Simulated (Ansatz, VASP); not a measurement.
**Two plane-wave programs on CdSe**

Contents of INCAR:

```
ALGO     = Normal         # electronic algorithm
EDIFF    = 1E-6           # SCF threshold, eV
ENCUT    = 520            # plane-wave cutoff, eV
GGA      = PE             # functional
ISIF     = 2              # what is computed and relaxed
ISMEAR   = 0              # smearing method
LASPH    = True           # aspherical terms in the spheres
LCHARG   = False          # write CHGCAR
LREAL    = False          # projectors in reciprocal space
LWAVE    = False          # write WAVECAR
NBANDS   = 16             # bands
NELM     = 100            # most SCF steps
PREC     = Accurate       # precision mode
SIGMA    = 0.02           # smearing width, eV
```

KPOINTS

```
k-points
0
Gamma
  10 10 10
```

POSCAR

```
CdSe
1.0
    0.0000000000      2.9691611179      2.9691611179
    2.9691611179      0.0000000000      2.9691611179
    2.9691611179      2.9691611179      0.0000000000
Cd Se
1 1
Direct
    0.0000000000      0.0000000000      0.0000000000
    0.7500000000      0.7500000000      0.7500000000
```

Input for Ansatz:

```yaml
crystal:
  lattice:
    - [0.0, 2.9691611179, 2.9691611179]
    - [2.9691611179, 0.0, 2.9691611179]
    - [2.9691611179, 2.9691611179, 0.0]
  atoms:
    - { symbol: Cd, position: [0.0, 0.0, 0.0] }
    - { symbol: Se, position: [0.75, 0.75, 0.75] }
basis:
  ecutwfc: 420
kpoints:
  mp_grid: { grid: [10, 10, 10] }
hamiltonian:
  xc: pbe
scf:
  occupations: { method: gaussian, width: 0.02 }
output:
  forces: true
  stress: true
  eigenvalues: true
  write_density: true
  write_potential: true
  elf: true
  volumetric_format: npy
```

Alike in both runs: task single point; functional PBE; k mesh 10 × 10 × 10; occupations gaussian, width 0.02 eV; no spin polarisation.

```csv
,VASP,Ansatz
version,VASP 6.6.1,Ansatz 0.2.0
potentials or method,"VASP PAW PBE potentials, release 64 (Cd, Se)","scalar-relativistic, plane waves, PAW"
plane-wave cutoff (eV),520,420
valence electrons in the cell,18,36
```

```csv
,VASP,Ansatz,Ansatz less VASP
gap on the k mesh at the Fermi level (eV),0.76,0.75,-0.003
least direct gap on the mesh (eV),0.76,0.75,-0.003
pressure (GPa),8.1,7.7,-0.46
```

The two sets of potentials don't hold the same shells in valence.
